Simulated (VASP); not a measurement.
# InP (F-43m) in VASP: a series of runs, part 2 of 2

VASP 6.6.1.

### Step 3. Relaxation of the atoms, PBE (a relaxed cell with its volume scaled by 0.98)

INCAR reads:

```
  PREC = Accurate
  ENCUT = 300
  EDIFF = 1E-7
  ISMEAR = 0
  SIGMA = 0.03
  LREAL = F
  LASPH = T
  NELM = 80
  ALGO = Normal
  ISIF = 2
  LWAVE = F
  LCHARG = F
  GGA = PE
  IBRION = 2
  NSW = 40
  EDIFFG = -0.01
```

KPOINTS reads:

```
regular mesh
0
Gamma
  4 4 4
```

POSCAR reads:

```
InP                                     
1.0
    0.0000000000      2.9803677880      2.9803677880
    2.9803677880      0.0000000000      2.9803677880
    2.9803677880      2.9803677880      0.0000000000
  In              P             
     1     1
Direct
     0.0000000000000000    0.0000000000000000    0.0000000000000000
     0.2500000000000000    0.2500000000000000    0.2500000000000000
```

Potentials or basis: VASP PAW PBE potentials, release 64 (In, P).

Run with:

```bash
$ cat potpaw_PBE.64/In/POTCAR potpaw_PBE.64/P/POTCAR > POTCAR
$ mpirun -np 1 vasp_std > vasp.out
```

OUTCAR:

```text
PREC = Accurate
   ENCUT = 300
   EDIFF = 1E-7
   ISMEAR = 0
   LREAL = F
   LASPH = T
   NELM = 80
   ISIF = 2
   GGA = PE
   IBRION = 2
   NSW = 40
   EDIFFG = -0.01

 ion  position               nearest neighbor table
   1  0.000  0.000  0.000-   2 2.58   2 2.58   2 2.58   2 2.58
   2  0.250  0.250  0.250-   1 2.58   1 2.58   1 2.58   1 2.58

  LATTYP: Found a face centered cubic cell.
 ALAT       =     5.9607355760

  Lattice vectors:

 A1 = (   0.0000000000,   2.9803677880,   2.9803677880)
 A2 = (   2.9803677880,   0.0000000000,   2.9803677880)
 A3 = (   2.9803677880,   2.9803677880,   0.0000000000)

Analysis of symmetry for initial positions (statically):
=====================================================================
 Subroutine PRICEL returns:
 Original cell was already a primitive cell.

 Routine SETGRP: Setting up the symmetry group for a
 face centered cubic supercell.

 Subroutine GETGRP returns: Found 24 space group operations
 (whereof 24 operations were pure point group operations)
 out of a pool of 48 trial point group operations.

The static configuration has the point symmetry T_d .

Analysis of symmetry for dynamics (positions and initial velocities):
=====================================================================
 Subroutine PRICEL returns:
 Original cell was already a primitive cell.

 Routine SETGRP: Setting up the symmetry group for a
 face centered cubic supercell.

 Subroutine GETGRP returns: Found 24 space group operations
 (whereof 24 operations were pure point group operations)
 out of a pool of 48 trial point group operations.

The dynamic configuration has the point symmetry T_d .

 Subroutine INISYM returns: Found 24 space group operations
 (whereof 24 operations are pure point group operations),
 and found     1 'primitive' translations

----------------------------------------------------------------------------------------

[... 99 lines left out ...]
   LORBIT       =      0    0 simple, 1 ext, 2 COOP (PROOUT), +10 PAW based schemes
   GGA     = PE    functional components
   LHFCALC =     F    Hartree Fock is set to
   AEXX    =    0.0000 exact exchange contribution
   IVDW    =     0    specifies the selected vdW correction
   LEPSILON=     F    determine dielectric tensor
   LRPA    =     F    only Hartree local field effects (RPA)
 conjugate gradient relaxation of ions
 non-spin polarized calculation
 Gauss-broadening in eV      SIGMA  =   0.03
  energy-cutoff  :      300.00
  volume of cell :       52.95
 maximum number of plane-waves:       636
   NGX = 11   NGY = 11   NGZ = 11

 number of electron       7.9999998 magnetization

 Free energy of the ion-electron system (eV)
  ---------------------------------------------------
  ext. energy  EPLUGINS =         0.00000000
  ---------------------------------------------------
  free energy    TOTEN  =        -8.23211089 eV

  energy without entropy =       -8.23211089  energy(sigma->0) =       -8.23211089

 E-fermi :   3.6344     XC(G=0):  -8.8009

 val. band max:        3.4509025047   @ k =   0.0000   0.0000   0.0000
 cond. band min:       3.9215135819   @ k =   0.0000   0.0000   0.0000
 fundamental gap:      0.4706110772
 Fermi energy:         3.6343656308

 k-point     1 :       0.0000    0.0000    0.0000
  band No.  band energies     occupation
      1      -7.7161      2.00000
      2       3.4509      2.00000
      3       3.4509      2.00000
      4       3.4509      2.00000
      5       3.9215      0.00000
      6       7.5510      0.00000
      7       7.5510      0.00000
      8       7.5510      0.00000
[... 67 lines left out ...]
 k-point     8 :      -0.2500    0.5000    0.2500
  band No.  band energies     occupation
      1      -5.6928      2.00000
      2      -1.9275      2.00000
      3       0.6856      2.00000
      4       0.7626      2.00000
      5       7.6532      0.00000
      6       7.7387      0.00000
      7       8.8973      0.00000
      8       9.6653      0.00000

------------------------ aborting loop because EDIFF is reached ----------------------------------------

  FORCE on cell =-STRESS in cart. coord.  units (eV):
  Direction    XX          YY          ZZ          XY          YZ          ZX
  --------------------------------------------------------------------------------------
  -------------------------------------------------------------------------------------
  Total        0.4433288      0.4433288      0.4433288     -0.0000000      0.0000000      0.0000000
  in kB       13.4151944     13.4151944     13.4151944     -0.0000000      0.0000000      0.0000000
  external PRESSURE =      13.4151944 kB  Pullay stress =       0.0000000 kB

 VOLUME and BASIS-vectors are now :
 -----------------------------------------------------------------------------
  energy-cutoff  :      300.00
  volume of cell :       52.95
      direct lattice vectors                 reciprocal lattice vectors
     0.000000000  2.980367788  2.980367788    -0.167764530  0.167764530  0.167764530
     2.980367788  0.000000000  2.980367788     0.167764530 -0.167764530  0.167764530
     2.980367788  2.980367788  0.000000000     0.167764530  0.167764530 -0.167764530

 POSITION                                       TOTAL-FORCE (eV/Angst)
 -----------------------------------------------------------------------------------
      0.00000      0.00000      0.00000        -0.000000     -0.000000     -0.000000
      1.49018      1.49018      1.49018         0.000000      0.000000      0.000000
 -----------------------------------------------------------------------------------
    total drift:                               -0.000000     -0.000000     -0.000001

  FREE ENERGIE OF THE ION-ELECTRON SYSTEM (eV)
  ---------------------------------------------------
  free  energy   TOTEN  =        -8.2321108911 eV

  energy  without entropy=       -8.2321108911  energy(sigma->0) =       -8.23211089

 reached required accuracy - stopping structural energy minimisation
```

Run time: 2 s. Hardware: 1 thread of Intel Xeon 6975P-C (Granite Rapids), shared host; peak memory 0.13 GiB.

What came out:

- Free energy: -8.2321 eV
- Pressure after relaxing: 1.3 GPa
- Band gap on the k mesh: 0.47 eV, direct

Final structure:
```
In P
1.0
     0.00000    2.98037    2.98037
     2.98037    0.00000    2.98037
     2.98037    2.98037    0.00000
In P
1 1
Direct
  0.00000 0.00000 0.00000
  0.25000 0.25000 0.25000
```

Levels at points of the mesh, in eV from the valence-band top:
| k point | band 1 | band 2 | band 3 | band 4 | band 5 | band 6 | band 7 | band 8 |
| --- | --- | --- | --- | --- | --- | --- | --- | --- |
| (0.00, 0.00, 0.00) | -11.17 | 0.00 | 0.00 | 0.00 | 0.47 | 4.10 | 4.10 | 4.10 |
| (0.50, 0.00, 0.00) | -9.76 | -5.46 | -0.90 | -0.90 | 1.40 | 4.81 | 4.81 | 6.98 |
| (0.50, 0.50, 0.00) | -9.19 | -5.53 | -2.15 | -2.15 | 1.84 | 2.28 | 8.91 | 9.27 |

Caveat: the k mesh is coarse (spacing up to 0.46 Å⁻¹), so the values aren't converged; the cutoff is under 1.25 times the usual one of these potentials, so pressure, stress and relaxed cells hold a basis-set (Pulay) error; the relaxation stopped at its first step, so nothing moved; spin-orbit coupling is left out, which moves the levels of the heavy elements.
